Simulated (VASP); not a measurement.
# H (I4/mmm) in VASP: notebook

Runs on H. Level: PBE. Tasks: single point.

Everything below comes from runs of VASP 6.6.1. Logs are shortened: lines on timing, memory, paths and dates and some standing lists are left out, and cuts for length are marked.

### Step 1. The structure

Symmetry: I4/mmm, No. 139, tetragonal system. Conventional cell: a = 3.383 Å, b = 3.383 Å, c = 4.117 Å, α = 90.00°, β = 90.00°, γ = 90.00°. H (site symmetry 4mm) is surrounded by 1 H at 0.74 Å.

### Step 2. Single point, PBE

INCAR reads:

```
SYSTEM = H
PREC = Accurate
ENCUT = 550
EDIFF = 1E-6
ISMEAR = 1
SIGMA = 0.2
LREAL = .False.
LASPH = .True.
NELM = 100
ALGO = Normal
ISIF = 2
LWAVE = .False.
LCHARG = .False.
GGA = PE
NBANDS = 8
ADDGRID = .False.
```

KPOINTS reads:

```
regular mesh
0
Gamma
  3 3 3
  0 0 0
```

POSCAR reads:

```
H
1.0
   -1.6915344700      1.6915344700      2.0584739900
    1.6915344700     -1.6915344700      2.0584739900
    1.6915344700      1.6915344700     -2.0584739900
H
2
Direct
    0.0901377100      0.0901377100      0.0000000000
    0.9098622900      0.9098622900      0.0000000000
```

Potentials or basis: VASP PAW PBE potentials, release 64 (H).

On the command line:

```console
cat potpaw_PBE.64/H/POTCAR > POTCAR
mpirun -np 1 vasp_std > vasp.out
```

OUTCAR:

```text
SYSTEM = H
   PREC = Accurate
   ENCUT = 550
   EDIFF = 1E-6
   ISMEAR = 1
   LREAL = .False.
   LASPH = .True.
   NELM = 100
   ISIF = 2
   GGA = PE

 Found      6 irreducible k-points:

 Following reciprocal coordinates:
            Coordinates               Weight
  0.000000  0.000000  0.000000      1.000000
  0.333333 -0.000000  0.000000      8.000000
  0.333333  0.333333  0.000000      8.000000
 -0.333333  0.333333  0.000000      4.000000
 -0.333333  0.333333  0.333333      4.000000
 -0.333333 -0.333333  0.333333      2.000000
   k-points           NKPTS =      6   k-points in BZ     NKDIM =      6   number of bands    NBANDS=      8
   number of dos      NEDOS =    301   number of ions     NIONS =      2
   total plane-waves  NPLWV =  13824
   dimension x,y,z NGX =    24 NGY =   24 NGZ =   24
   dimension x,y,z NGXF=    48 NGYF=   48 NGZF=   48
   ions per type =               2
   NGX,Y,Z   is equivalent  to a cutoff of  12.64, 12.64, 12.64 a.u.
   NGXF,Y,Z  is equivalent  to a cutoff of  25.29, 25.29, 25.29 a.u.
 SYSTEM =  H
   PREC   = accura    normal or accurate (medium, high low for compatibility)
   ISTART =      0    job   : 0-new  1-cont  2-samecut
   ICHARG =      2    charge: 1-file 2-atom 10-const
   ISPIN  =      1    spin polarized calculation?
   LNONCOLLINEAR =      F non collinear calculations
   LSORBIT =      F    spin-orbit coupling
   LASPH  =      T    aspherical Exc in radial PAW
   ENCUT  =  550.0 eV  40.42 Ry    6.36 a.u.   6.03  6.03  6.03*2*pi/ulx,y,z
   NELM   =    100;   NELMIN=  2; NELMDL= -5     # of ELM steps
   EDIFF  = 0.1E-05   stopping-criterion for ELM
   LREAL  =      F    real-space projection
   EDIFFG = 0.1E-04   stopping-criterion for IOM
   NSW    =      0    number of steps for IOM
   IBRION =     -1    ionic relax: 0-MD 1-quasi-New 2-CG
   NFREE  =      0    steps in history (QN), initial steepest desc. (CG)
   ISIF   =      2    stress and relaxation
   ISYM   =      2    0-nonsym 1-usesym 2-fastsym
   POTIM  = 0.5000    time-step for ionic-motion
   TEBEG  =    0.0;   TEEND  =   0.0 temperature during run
   PSTRESS=    0.0 pullay stress
   NELECT =       2.0000    total number of electrons
   NUPDOWN=      -1.0000    fix difference up-down
   EMIN   =  10.00;   EMAX   =-10.00  energy-range for DOS
   EFERMI =   0.00;   METHOD = LEGACY
   ISMEAR =     1;   SIGMA  =   0.20  broadening in eV -4-tet -1-fermi 0-gaus
   EFERMI_NEDOS =   21; number of points for ismear=-14 and -15
   IALGO  =     38    algorithm
   IMIX   =      4    mixing-type and parameters
     AMIX     =   0.40;   BMIX     =  1.00
     AMIX_MAG =   1.60;   BMIX_MAG =  1.00
  volume/ion in A,a.u.               =      11.78        79.49
  Fermi-wavevector in a.u.,A,eV,Ry     =   0.719497  1.359653  7.043413  0.517676
  Thomas-Fermi vector in A             =   1.808708
   LORBIT       =      0    0 simple, 1 ext, 2 COOP (PROOUT), +10 PAW based schemes
   GGA     = PE    functional components
   LHFCALC =     F    Hartree Fock is set to
   AEXX    =    0.0000 exact exchange contribution
   IVDW    =     0    specifies the selected vdW correction
   LEPSILON=     F    determine dielectric tensor
   LRPA    =     F    only Hartree local field effects (RPA)
 non-spin polarized calculation
 Methfessel and Paxton  Order N= 1 SIGMA  =   0.20
  energy-cutoff  :      550.00
  volume of cell :       23.56
 maximum number of plane-waves:       720
   NGX = 11   NGY = 11   NGZ = 11

 number of electron       2.0000000 magnetization

 Free energy of the ion-electron system (eV)
  ---------------------------------------------------
  ext. energy  EPLUGINS =         0.00000000
  ---------------------------------------------------
  free energy    TOTEN  =        -6.78142563 eV

  energy without entropy =       -6.78818318  energy(sigma->0) =       -6.78367815

 E-fermi :  -8.4388     XC(G=0):  -5.3478

 val. band max:       -8.5598171655   @ k =  -0.3333   0.3333   0.3333
 cond. band min:       1.7171775683   @ k =  -0.3333  -0.3333   0.3333
 fundamental gap:     10.2769947338
 Fermi energy:        -8.4387770346

 k-point     1 :       0.0000    0.0000    0.0000
  band No.  band energies     occupation
      1     -10.5279      2.00000
      2       5.4391      0.00000
      3       8.9288      0.00000
      4      15.3777      0.00000
      5      15.3777      0.00000
      6      17.4506      0.00000
      7      17.4507      0.00000
      8      18.9757      0.00000

 k-point     2 :       0.3333   -0.0000    0.0000
  band No.  band energies     occupation
      1      -9.4385      2.00000
      2       1.8559      0.00000
      3       9.2700      0.00000
      4      10.8901      0.00000
      5      12.5787      0.00000
      6      15.8226      0.00000
      7      17.2451      0.00000
      8      19.8221      0.00000

 k-point     3 :       0.3333    0.3333    0.0000
  band No.  band energies     occupation
      1      -8.6822      2.07090
      2       2.2204      0.00000
      3       4.2409      0.00000
      4       9.3669      0.00000
      5      11.3611      0.00000
      6      17.9863      0.00000
      7      20.7649      0.00000
      8      21.6567      0.00000

 k-point     4 :      -0.3333    0.3333    0.0000
  band No.  band energies     occupation
      1      -9.2818      2.00000
      2       3.2082      0.00000
      3       6.4527      0.00000
      4       9.8138      0.00000
      5      11.5400      0.00000
      6      12.5289      0.00000
      7      20.4516      0.00000
      8      23.4292      0.00000

 k-point     5 :      -0.3333    0.3333    0.3333
  band No.  band energies     occupation
      1      -8.5598      1.84467
      2       3.2500      0.00000
      3       3.7782      0.00000
      4       9.3820      0.00000
      5       9.6981      0.00000
      6      17.9288      0.00000
      7      19.4148      0.00000
      8      19.7439      0.00000

 k-point     6 :      -0.3333   -0.3333    0.3333
  band No.  band energies     occupation
      1      -8.8035      2.02707
      2       1.7172      0.00000
      3       8.9492      0.00000
      4       8.9492      0.00000
      5      10.9049      0.00000
      6      11.3074      0.00000
      7      18.1613      0.00000
      8      24.5145      0.00000

------------------------ aborting loop because EDIFF is reached ----------------------------------------

  FORCE on cell =-STRESS in cart. coord.  units (eV):
  Direction    XX          YY          ZZ          XY          YZ          ZX
  --------------------------------------------------------------------------------------
  -------------------------------------------------------------------------------------
  Total        0.0211412      0.0211412      0.2276949      0.0000000     -0.0000000      0.0000000
  in kB        1.4377167      1.4377167     15.4844847      0.0000000     -0.0000000      0.0000000
  external PRESSURE =       6.1199727 kB  Pullay stress =       0.0000000 kB

 VOLUME and BASIS-vectors are now :
 -----------------------------------------------------------------------------
  energy-cutoff  :      550.00
  volume of cell :       23.56
      direct lattice vectors                 reciprocal lattice vectors
    -1.691534470  1.691534470  2.058473990     0.000000000  0.295589602  0.242898381
     1.691534470 -1.691534470  2.058473990     0.295589602  0.000000000  0.242898381
     1.691534470  1.691534470 -2.058473990     0.295589602  0.295589602  0.000000000

 POSITION                                       TOTAL-FORCE (eV/Angst)
 -----------------------------------------------------------------------------------
      0.00000      0.00000      0.37109        -0.000000     -0.000000      0.278139
      0.00000      0.00000      3.74586         0.000000      0.000000     -0.278139
 -----------------------------------------------------------------------------------
    total drift:                               -0.000000      0.000000     -0.000000

  FREE ENERGIE OF THE ION-ELECTRON SYSTEM (eV)
  ---------------------------------------------------
  free  energy   TOTEN  =        -6.7814256338 eV

  energy  without entropy=       -6.7881831844  energy(sigma->0) =       -6.78367815
```

Wall time 3.1 s (1 thread of Intel Xeon Platinum 8259CL at 2.50GHz (Skylake/Cascade Lake), shared host); peak memory 0.12 GiB.

These settings aren't checked as converged: the numbers below hold their error.

What came out:

- Free energy: -6.7814 eV
- Pressure: 0.6 GPa
- Largest force: 0.278 eV/Å
- Band gap on the k mesh: 10.28 eV, indirect (least direct gap 10.52 eV)

Caveat: the k mesh is coarse (spacing up to 0.88 Å⁻¹), so the values aren't converged; an odd mesh through Γ misses points on the zone boundary, where band edges often lie.

### Step 3. Single point, PBE

INCAR: that of step 2 with these lines changed.

```diff
@@ -2,3 +2,3 @@
 PREC = Accurate
-ENCUT = 550
+ENCUT = 700
 EDIFF = 1E-6
```

KPOINTS is that of step 2.

POSCAR is that of step 2.

Potentials or basis: VASP PAW PBE potentials, release 64 (H).

On the command line:

```console
cat potpaw_PBE.64/H/POTCAR > POTCAR
mpirun -np 1 vasp_std > vasp.out
```

Wall time 4.7 s (1 thread of Intel Xeon Platinum 8259CL at 2.50GHz (Skylake/Cascade Lake), shared host); peak memory 0.14 GiB.

The run converged, but some of its settings lie outside the range that counts as converged, so its numbers aren't taken as properties of the crystal.

Results:

```
Free energy            : -6.7829 eV
Pressure               : 0.7 GPa
Largest force          : 0.272 eV/Å
Band gap on the k mesh : 10.28 eV, indirect (least direct gap 10.52 eV)
```

Caveat: the k mesh is coarse (spacing up to 0.88 Å⁻¹), so the values aren't converged; an odd mesh through Γ misses points on the zone boundary, where band edges often lie.

### Step 4. Single point, PBE

INCAR: that of step 3 with these lines changed.

```diff
@@ -2,3 +2,3 @@
 PREC = Accurate
-ENCUT = 700
+ENCUT = 300
 EDIFF = 1E-6
```

KPOINTS reads:

```
regular mesh
0
Gamma
  5 5 5
  0 0 0
```

POSCAR is that of step 3.

Potentials or basis: VASP PAW PBE potentials, release 64 (H).

On the command line:

```console
cat potpaw_PBE.64/H/POTCAR > POTCAR
mpirun -np 1 vasp_std > vasp.out
```

OUTCAR:

```text
SYSTEM = H
   PREC = Accurate
   ENCUT = 300
   EDIFF = 1E-6
   ISMEAR = 1
   LREAL = .False.
   LASPH = .True.
   NELM = 100
   ISIF = 2
   GGA = PE

 Found     18 irreducible k-points:

 Following reciprocal coordinates:
            Coordinates               Weight
  0.000000  0.000000  0.000000      1.000000
  0.200000 -0.000000  0.000000      8.000000
  0.400000 -0.000000  0.000000      8.000000
  0.200000  0.200000  0.000000      8.000000
  0.400000  0.200000  0.000000     16.000000
[... 143 lines left out ...]

------------------------ aborting loop because EDIFF is reached ----------------------------------------

  FORCE on cell =-STRESS in cart. coord.  units (eV):
  Direction    XX          YY          ZZ          XY          YZ          ZX
  --------------------------------------------------------------------------------------
  -------------------------------------------------------------------------------------
  Total       -0.2910206     -0.2910206     -0.0824004      0.0000000     -0.0000000      0.0000000
  in kB      -19.7909769    -19.7909769     -5.6036701      0.0000000     -0.0000000      0.0000000
  external PRESSURE =     -15.0618747 kB  Pullay stress =       0.0000000 kB

 VOLUME and BASIS-vectors are now :
 -----------------------------------------------------------------------------
  energy-cutoff  :      300.00
  volume of cell :       23.56
      direct lattice vectors                 reciprocal lattice vectors
    -1.691534470  1.691534470  2.058473990     0.000000000  0.295589602  0.242898381
     1.691534470 -1.691534470  2.058473990     0.295589602  0.000000000  0.242898381
     1.691534470  1.691534470 -2.058473990     0.295589602  0.295589602  0.000000000

 POSITION                                       TOTAL-FORCE (eV/Angst)
 -----------------------------------------------------------------------------------
      0.00000      0.00000      0.37109        -0.000000     -0.000000      0.284623
      0.00000      0.00000      3.74586         0.000000      0.000000     -0.284623
 -----------------------------------------------------------------------------------
    total drift:                               -0.000000      0.000000      0.000000

  FREE ENERGIE OF THE ION-ELECTRON SYSTEM (eV)
  ---------------------------------------------------
  free  energy   TOTEN  =        -6.7343325368 eV

  energy  without entropy=       -6.7356470667  energy(sigma->0) =       -6.73477071
```

stdout:

```text
POSCAR found type information on POSCAR H
 POSCAR found :  1 types and       2 ions
 scaLAPACK will be used
 LDA part: xc-table for (Slater+PW92), standard interpolation
 POSCAR, INCAR and KPOINTS ok, starting setup
 FFT: planning ... GRIDC
 FFT: planning ... GRID_SOFT
 FFT: planning ... GRID
 WAVECAR not read
 entering main loop
```

Run time: 3.7 s. Hardware: 1 thread of Intel Xeon Platinum 8259CL at 2.50GHz (Skylake/Cascade Lake), shared host; peak memory 0.1 GiB.

The run converged, but some of its settings lie outside the range that counts as converged, so its numbers aren't taken as properties of the crystal.

Results:

- Free energy: -6.7343 eV
- Pressure: -1.5 GPa
- Largest force: 0.285 eV/Å
- Band gap on the k mesh: 9.44 eV, indirect (least direct gap 10.13 eV)

Caveat: the k mesh is coarse (spacing up to 0.53 Å⁻¹), so the values aren't converged; the cutoff is under 1.25 times the usual one of these potentials, so pressure, stress and relaxed cells hold a basis-set (Pulay) error; an odd mesh through Γ misses points on the zone boundary, where band edges often lie.

### Step 5. Single point, PBE

INCAR: that of step 4 with these lines changed.

```diff
@@ -2,3 +2,3 @@
 PREC = Accurate
-ENCUT = 300
+ENCUT = 350
 EDIFF = 1E-6
```

KPOINTS is that of step 4.

POSCAR is that of step 4.

On the command line:

```console
cat potpaw_PBE.64/H/POTCAR > POTCAR
mpirun -np 1 vasp_std > vasp.out
```

It took 4.2 s on 1 thread of Intel Xeon Platinum 8259CL at 2.50GHz (Skylake/Cascade Lake), shared host; peak memory 0.11 GiB.

The run converged, but some of its settings lie outside the range that counts as converged, so its numbers aren't taken as properties of the crystal.

Results:

| Property | Result |
| --- | --- |
| Free energy | -6.7551 eV |
| Pressure | -0.6 GPa |
| Largest force | 0.293 eV/Å |
| Band gap on the k mesh | 9.46 eV, indirect (least direct gap 10.15 eV) |

Caveat: the k mesh is coarse (spacing up to 0.53 Å⁻¹), so the values aren't converged; an odd mesh through Γ misses points on the zone boundary, where band edges often lie.

### Step 6. Single point, PBE

INCAR: that of step 5 with these lines changed.

```diff
@@ -2,3 +2,3 @@
 PREC = Accurate
-ENCUT = 350
+ENCUT = 400
 EDIFF = 1E-6
```

KPOINTS is that of step 5.

POSCAR is that of step 5.

Potentials or basis: VASP PAW PBE potentials, release 64 (H).

On the command line:

```console
cat potpaw_PBE.64/H/POTCAR > POTCAR
mpirun -np 1 vasp_std > vasp.out
```

It took 4 s on 1 thread of Intel Xeon Platinum 8259CL at 2.50GHz (Skylake/Cascade Lake), shared host; peak memory 0.12 GiB.

The run converged, but some of its settings lie outside the range that counts as converged, so its numbers aren't taken as properties of the crystal.

Results:

```
Free energy            : -6.7686 eV
Pressure               : 0.0 GPa
Largest force          : 0.288 eV/Å
Band gap on the k mesh : 9.48 eV, indirect (least direct gap 10.15 eV)
```

Caveat: the k mesh is coarse (spacing up to 0.53 Å⁻¹), so the values aren't converged; an odd mesh through Γ misses points on the zone boundary, where band edges often lie.
